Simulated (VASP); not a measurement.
## Al: single point with PBE

Al:

```
Al
1.0
     0.00000    2.02481    2.02481
     2.02481    0.00000    2.02481
     2.02481    2.02481    0.00000
Al
1
Direct
  0.00000 0.00000 0.00000
```

```json
{
 "Program": "VASP 6.6.1",
 "Task": "single point",
 "Functional": "PBE",
 "Potentials or basis": "VASP PAW PBE potentials, release 64 (Al)",
 "Cutoff": "520 eV",
 "k mesh": "11 × 11 × 11",
 "Occupations": "gaussian, width 0.012 eV",
 "Spin": "no spin polarisation"
}
```

The pressure is -0.6 GPa and the band gap on the k mesh is none (metal or under the smearing width).

Levels at points of the mesh, in eV from the Fermi level:
| k point | band 1 | band 2 | band 3 | band 4 | band 5 |
| --- | --- | --- | --- | --- | --- |
| (0.00, 0.00, 0.00) | -11.12 | 12.56 | 12.56 | 12.56 | 14.00 |

Run time: 4.7 s on 1 thread of AMD EPYC 7R43 64-Core Processor (Zen 3), on a shared host, peak memory 0.09 GiB.
